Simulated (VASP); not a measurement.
# C in VASP: one cell, several levels of theory, part 2 of 2

VASP 6.6.1, plane waves, PAW. Earlier steps stand in the parts before.

### Step 3. r2SCAN

The input, INCAR:

```
ENCUT = 520.000000
SIGMA = 0.010000
EDIFF = 1.00e-07
ALGO = Normal
METAGGA = R2SCAN
PREC = Accurate
IBRION = -1
ISIF = 2
ISMEAR = 0
NBANDS = 11
NELM = 120
NSW = 0
LASPH = .TRUE.
LCHARG = .TRUE.
LELF = .TRUE.
LWAVE = .FALSE.
LREAL = .FALSE.
```

The input, KPOINTS:

```
KPOINTS created by Atomic Simulation Environment
0
Gamma
12 12 12
0 0 0
```

The input, KPOINTS_OPT:

```
special points
7
Reciprocal
0.0000000000 0.0000000000 0.0000000000 1
0.5000000000 0.0000000000 0.5000000000 1
0.6250000000 0.2500000000 0.6250000000 1
0.3750000000 0.3750000000 0.7500000000 1
0.5000000000 0.5000000000 0.5000000000 1
0.5000000000 0.2500000000 0.7500000000 1
0.0000000000 0.3671880000 0.3671870000 1
```

The input, POSCAR:

```
C
 1.0000000000000000
     0.0000000000000000    1.7445216596999999    1.7880464072000000
     1.7445216596999999    0.0000000000000000    1.7880464072000000
     1.7445216596999999    1.7445216596999999    0.0000000000000000
 C
   2
Cartesian
  0.0000000000000000  0.0000000000000000  0.0000000000000000
  0.8722608298499999  0.8722608298499999  0.8940232036000000
```

Started as:

```sh
$ mpirun -np 1 vasp_std
```

Printed to the terminal (iteration lines stand in OSZICAR):

```text
POSCAR found type information on POSCAR C
 POSCAR found :  1 types and       2 ions
 -----------------------------------------------------------------------------
|                                                                             |
|                                                                             |
|     You enforced a specific xc type in the INCAR file but a different       |
|     I HOPE YOU KNOW WHAT YOU ARE DOING!                                     |
|                                                                             |
 -----------------------------------------------------------------------------

 LDA part: xc-table for (None), standard interpolation
 POSCAR, INCAR and KPOINTS ok, starting setup
 FFT: planning ... GRIDC
 FFT: planning ... GRID_SOFT
 FFT: planning ... GRID
 WAVECAR not read
 entering main loop
 Start KPOINTS_OPT (optional k-point list driver)
k-point batch [1-7\7]
```

OSZICAR:

```text
N       E                     dE             d eps       ncg     rms          rms(c)
DAV:   1    -0.310341065971E+01   -0.31034E+01   -0.49352E+03  3693   0.744E+02
DAV:   2    -0.216017849884E+02   -0.18498E+02   -0.17945E+02  4632   0.125E+02
DAV:   3    -0.219579893329E+02   -0.35620E+00   -0.35521E+00  4219   0.131E+01
DAV:   4    -0.219585403645E+02   -0.55103E-03   -0.55102E-03  3846   0.632E-01
DAV:   5    -0.219585409134E+02   -0.54889E-06   -0.54891E-06  4159   0.193E-02    0.541E+00
DAV:   6    -0.197256900746E+02    0.22329E+01   -0.28154E-01  3758   0.384E+00    0.405E+00
DAV:   7    -0.196165018553E+02    0.10919E+00   -0.27129E-01  3643   0.377E+00    0.844E-01
DAV:   8    -0.196176688410E+02   -0.11670E-02   -0.45546E-03  4119   0.593E-01    0.436E-01
DAV:   9    -0.196180361650E+02   -0.36732E-03   -0.15934E-04  3779   0.142E-01    0.144E-02
DAV:  10    -0.196180368892E+02   -0.72418E-06   -0.30815E-06  4155   0.140E-02    0.930E-03
DAV:  11    -0.196180374244E+02   -0.53521E-06   -0.77014E-07  3901   0.804E-03    0.606E-04
DAV:  12    -0.196180373736E+02    0.50797E-07   -0.75561E-09  1955   0.700E-04
   1 F= -.19618037E+02 E0= -.19618037E+02  d E =-.674362E-50
       N       E                     dE             ncg
DAV:   1     0.110362425656E+04   -0.26559E+04      154
DAV:   2     0.977267486993E+03   -0.12636E+03      216
DAV:   3     0.975069611888E+03   -0.21979E+01      181
DAV:   4     0.975067225090E+03   -0.23868E-02      166
DAV:   5     0.975067222679E+03   -0.24119E-05      181
DAV:   6     0.975067222675E+03   -0.31127E-08      176
```

OUTCAR, selected sections:

```text
k-points           NKPTS =    163   k-points in BZ     NKDIM =    163   number of bands    NBANDS=     11

   NELECT =       8.0000    total number of electrons

   dimension x,y,z NGX =    20 NGY =   20 NGZ =   18
   dimension x,y,z NGXF=    40 NGYF=   40 NGZF=   36

  energy-cutoff  :      520.00
  volume of cell :       10.88
      direct lattice vectors                 reciprocal lattice vectors
     0.000000000  1.744521660  1.788046407    -0.286611517  0.286611517  0.279634800
     1.744521660  0.000000000  1.788046407     0.286611517 -0.286611517  0.279634800
     1.744521660  1.744521660  0.000000000     0.286611517  0.286611517 -0.279634800

 k-points in reciprocal lattice and weights: KPOINTS created by Atomic Simulation Env
   0.00000000  0.00000000  0.00000000       0.001
   0.08333333  0.00000000  0.00000000       0.005
   0.16666667  0.00000000  0.00000000       0.005
   0.25000000  0.00000000  0.00000000       0.005
   0.33333333  0.00000000  0.00000000       0.005
   0.41666667  0.00000000  0.00000000       0.005
   0.50000000  0.00000000  0.00000000       0.002
   0.08333333  0.08333333  0.00000000       0.001
[... 155 more k-points ...]

 E-fermi :  10.5642

 k-point     1 :       0.0000    0.0000    0.0000
  band No.  band energies     occupation
      1     -12.9519      2.00000
      2      10.0507      2.00000
      3      10.4625      2.00000
      4      10.4625      2.00000
      5      16.1695      0.00000
      6      16.1695      0.00000
      7      16.5058      0.00000
      8      25.1389      0.00000
      9      31.3074      0.00000
     10      37.4106      0.00000
     11      38.7528      0.00000

 k-point     2 :       0.0833    0.0000    0.0000
  band No.  band energies     occupation
      1     -12.7453      2.00000
      2       8.9358      2.00000
      3       9.8513      2.00000
      4      10.1080      2.00000
      5      16.6503      0.00000
      6      16.7456      0.00000
      7      17.2122      0.00000
      8      25.3106      0.00000
      9      31.6557      0.00000
     10      35.4419      0.00000
     11      36.5712      0.00000

 k-point     3 :       0.1667    0.0000    0.0000
  band No.  band energies     occupation
      1     -12.1276      2.00000
      2       6.1920      2.00000
      3       9.0279      2.00000
      4       9.3512      2.00000
      5      17.6961      0.00000
      6      17.7208      0.00000
      7      18.4690      0.00000
      8      25.7982      0.00000
      9      32.3647      0.00000
     10      33.9467      0.00000
     11      34.7468      0.00000

 k-point     4 :       0.2500    0.0000    0.0000
  band No.  band energies     occupation
      1     -11.1082      2.00000
      2       3.1150      2.00000
      3       8.1999      2.00000
      4       8.5834      2.00000
      5      18.5248      0.00000
      6      18.6858      0.00000
      7      19.4057      0.00000
      8      26.4659      0.00000
      9      32.7415      0.00000
     10      33.8230      0.00000
     11      34.1866      0.00000

 k-point     5 :       0.3333    0.0000    0.0000
  band No.  band energies     occupation
      1      -9.7100      2.00000
      2       0.1089      2.00000
      3       7.5428      2.00000
      4       7.9808      2.00000
      5      18.9159      0.00000
      6      19.2644      0.00000
      7      19.9529      0.00000
      8      27.0542      0.00000
      9      33.0352      0.00000
     10      34.9792      0.00000
     11      35.0115      0.00000

 k-point     6 :       0.4167    0.0000    0.0000
  band No.  band energies     occupation
      1      -8.0163      2.00000
      2      -2.5932      2.00000
      3       7.1306      2.00000
      4       7.6064      2.00000
      5      19.0125      0.00000
      6      19.4615      0.00000
      7      20.2121      0.00000
      8      27.3598      0.00000
      9      33.6572      0.00000
     10      36.8083      0.00000
     11      36.9507      0.00000

 k-point     7 :       0.5000    0.0000    0.0000
  band No.  band energies     occupation
      1      -6.7566      2.00000
      2      -4.1952      2.00000
      3       6.9909      2.00000
      4       7.4801      2.00000
      5      19.0159      0.00000
      6      19.4925      0.00000
      7      20.2874      0.00000
      8      27.4346      0.00000
      9      34.1624      0.00000
     10      36.6432      0.00000
     11      38.0301      0.00000

 k-point     8 :       0.0833    0.0833    0.0000
  band No.  band energies     occupation
      1     -12.6855      2.00000
      2       9.3725      2.00000
      3       9.4450      2.00000
      4       9.4450      2.00000
      5      16.3238      0.00000
      6      17.4539      0.00000
      7      17.4539      0.00000
      8      25.2798      0.00000
      9      31.7497      0.00000
     10      33.1291      0.00000
     11      39.2087      0.00000

 k-point     9 :       0.1667    0.0833    0.0000
  band No.  band energies     occupation
      1     -12.2138      2.00000
      2       7.1523      2.00000
      3       8.5738      2.00000
      4       9.1147      2.00000
      5      16.6717      0.00000
      6      18.6642      0.00000
      7      18.6775      0.00000
      8      25.3127      0.00000
      9      31.7480      0.00000
     10      32.3935      0.00000
     11      37.5725      0.00000

 k-point    10 :       0.2500    0.0833    0.0000
  band No.  band energies     occupation
      1     -11.3368      2.00000
      2       4.2463      2.00000
      3       7.8086      2.00000
      4       8.3365      2.00000
      5      17.5966      0.00000
      6      19.6327      0.00000
      7      19.7491      0.00000
      8      25.4598      0.00000
      9      31.7471      0.00000
     10      33.0123      0.00000
     11      36.5236      0.00000

 k-point    11 :       0.3333    0.0833    0.0000
  band No.  band energies     occupation
      1     -10.0712      2.00000
      2       1.2530      2.00000
      3       7.2834      2.00000
      4       7.4806      2.00000
      5      18.3699      0.00000
      6      20.1956      0.00000
      7      20.3456      0.00000
      8      26.0015      0.00000
      9      32.9282      0.00000
     10      33.1546      0.00000
     11      36.7890      0.00000

[... the tables of k-points 12 to 163 left out ...]

  Total        1.8540677      1.8540677      0.0857594      0.0000000      0.0000000      0.0000000
  in kB      272.9446984    272.9446984     12.6249886      0.0000000      0.0000000      0.0000000
  external PRESSURE =     186.1714618 kB  Pullay stress =       0.0000000 kB

 POSITION                                       TOTAL-FORCE (eV/Angst)
 -----------------------------------------------------------------------------------
      0.00000      0.00000      0.00000        -0.000000     -0.000000      0.000000
      0.87226      0.87226      0.89402         0.000000      0.000000     -0.000000
 -----------------------------------------------------------------------------------
    total drift:                                0.000000      0.000000      0.000000

  FREE ENERGIE OF THE ION-ELECTRON SYSTEM (eV)
  ---------------------------------------------------
  free  energy   TOTEN  =       -19.6180373736 eV

  energy  without entropy=      -19.6180373736  energy(sigma->0) =      -19.61803737
```

Wall time 69 s (1 MPI rank of Intel Xeon Platinum 8488C, shared host); peak memory 0.14 GiB.

The levels at the points of KPOINTS_OPT are read from vasprun.xml.

Levels at the named points, in eV from the top of band v (v: the last filled band by count, c: the next):

```tsv
point	v−1	v	c	c+1
Γ	0.00	0.00	5.71	5.71
X	-7.19	-7.19	4.75	4.75
U	-10.27	-6.17	5.74	11.25
K	-10.31	-5.77	6.37	12.00
L	-3.47	-2.98	8.55	9.03
W	-9.22	-9.22	11.47	11.47
```

Gap with r2SCAN: 4.07 eV, valence top at Γ, conduction bottom at (0.00, 0.37, 0.37). Least direct gap: 5.71 eV. Pressure: 18.62 GPa; the forces vanish within 0.01 eV/Å.

Axes a, b and c in the maps are those of this run's conventional cell (a, b, c = 2.467, 2.467, 3.576 Å).

Density in a lattice plane of the grid's cell (edges 2.47 and 3.58 Å, at 0.000 of the third edge), which holds C.

Values in e/Å³, 12 rows by 8 columns:
```
1.65 1.85 1.65 1.36 1.22 1.36 1.65 1.85
1.23 1.36 1.65 1.85 1.65 1.85 1.65 1.36
0.56 0.73 1.28 1.69 1.36 1.69 1.28 0.73
0.26 0.38 0.82 1.43 1.65 1.43 0.82 0.38
0.13 0.20 0.47 0.93 1.23 0.93 0.47 0.20
0.09 0.13 0.25 0.44 0.56 0.44 0.25 0.13
0.13 0.13 0.17 0.22 0.26 0.22 0.17 0.13
0.25 0.22 0.17 0.13 0.13 0.13 0.17 0.22
0.56 0.44 0.25 0.13 0.09 0.13 0.25 0.44
1.23 0.93 0.47 0.20 0.13 0.20 0.47 0.93
1.65 1.43 0.82 0.38 0.25 0.38 0.82 1.43
1.34 1.69 1.28 0.73 0.56 0.73 1.28 1.69
```
Columns run along the first of these edges and rows up along the second, over one cell in 8 and 12 even steps from the bottom left corner. Atoms in the plane (fractional): C at (0.00, 0.00), C at (0.50, 0.75).

ELF in the same plane.

Values, 12 rows by 8 columns:
```
0.25 0.68 0.92 0.83 0.62 0.83 0.92 0.68
0.62 0.83 0.92 0.68 0.26 0.68 0.92 0.83
0.48 0.67 0.74 0.30 0.01 0.30 0.74 0.67
0.15 0.32 0.51 0.40 0.25 0.40 0.51 0.32
0.03 0.12 0.36 0.56 0.62 0.56 0.36 0.12
0.02 0.04 0.16 0.37 0.48 0.37 0.16 0.04
0.03 0.03 0.05 0.11 0.15 0.11 0.05 0.03
0.15 0.11 0.05 0.03 0.03 0.03 0.05 0.11
0.48 0.37 0.16 0.04 0.02 0.04 0.16 0.37
0.62 0.56 0.36 0.12 0.03 0.12 0.36 0.56
0.25 0.40 0.51 0.32 0.15 0.32 0.51 0.40
0.01 0.30 0.74 0.67 0.48 0.67 0.74 0.30
```
Columns run along the first of these edges and rows up along the second, over one cell in 8 and 12 even steps from the bottom left corner. Atoms in the plane (fractional): C at (0.00, 0.00), C at (0.50, 0.75).

Both are smooth fields of the valence electrons: close to the nuclei they are not physical.

The highest ELF values outside the cores: 0.94 on the C–C line, 0.6 Å from C.

### Step 4. What came out

The summary covers parts 1 to 2.

```
 level  gap (eV)  pressure (GPa)
   PBE      3.89           22.28
r2SCAN      4.07           18.62
```

In words: The gap spans 3.89 eV (PBE) to 4.07 eV (r2SCAN). At this one volume the pressure spans 18.6 GPa (r2SCAN) to 22.3 GPa (PBE): PBE wants the largest cell and r2SCAN the smallest.
